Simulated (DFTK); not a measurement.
Crystal: Zn.

```xyz
2
Lattice="2.6700 0.0000 0.0000 -1.3350 2.3123 0.0000 0.0000 0.0000 4.9660" Properties=species:S:1:pos:R:3 pbc="T T T"
Zn    1.3350    0.7708    3.7245
Zn    0.0000    1.5415    1.2415
```

Base run:

```yaml
Program: DFTK 0.8.2
Functional: PBEsol
Potentials_or_basis: SG15 1.2 (PBE)
Cutoff: 1225 eV
k_mesh: 11 × 11 × 6
Occupations: fermi-dirac, width 0.05 eV
Spin: no spin polarisation
```

Its results: band gap on the k mesh none (metal or under the smearing width); pressure -6.1 GPa.

Task: The run is repeated on the same cell with these changes: functional from PBEsol to LDA. What comes out?

Result: Band gap on the k mesh none (metal or under the smearing width); pressure -11.6 GPa.

LDA binds more tightly than PBEsol, so the same cell stands under less pressure.

Caveats: the potentials were made for another functional, which shifts forces and pressure.
